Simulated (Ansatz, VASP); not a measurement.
## TaN in VASP and in Ansatz

```
CELL_PARAMETERS angstrom
2.80703 0.00000 0.00000
-1.40351 2.43096 0.00000
0.00000 0.00000 3.10039
ATOMIC_POSITIONS crystal
Ta 0.33333 0.66667 0.50000
N 0.00000 0.00000 0.00000
```

Change from the starting cell: strain -0.040 along x and y, +0.080 along z, atoms carried along.

Alike in both runs: task single point; functional PBEsol; k mesh 24 × 24 × 20; occupations gaussian, width 0.15 eV; no spin polarisation.

|  | VASP | Ansatz |
| --- | --- | --- |
| version | VASP 6.6.1 | Ansatz 0.2.0 |
| potentials or method | VASP PAW PBE potentials, release 64 (Ta_pv, N) | scalar-relativistic, plane waves, PAW |
| plane-wave cutoff (eV) | 520 | 420 |
| valence electrons in the cell | 16 | 18 |

Ansatz gave:

```
gap on the k mesh at the Fermi level (eV)       : none
pressure (GPa)                                  : 1.2
largest component of the traceless stress (GPa) : 50.49
```

**Question.** What did VASP give for the same quantities?

**Answer.** gap on the k mesh at the Fermi level (eV): none; pressure (GPa): 2.0; largest component of the traceless stress (GPa): 50.40.

A gap of «none» marks a metal or a gap that the smearing closes. The two sets of potentials don't hold the same shells in valence.

Caveats: the PAW data sets were made with another functional, which shifts forces and pressure a little (VASP). Spin-orbit coupling is left out, which matters for the levels of Ta.
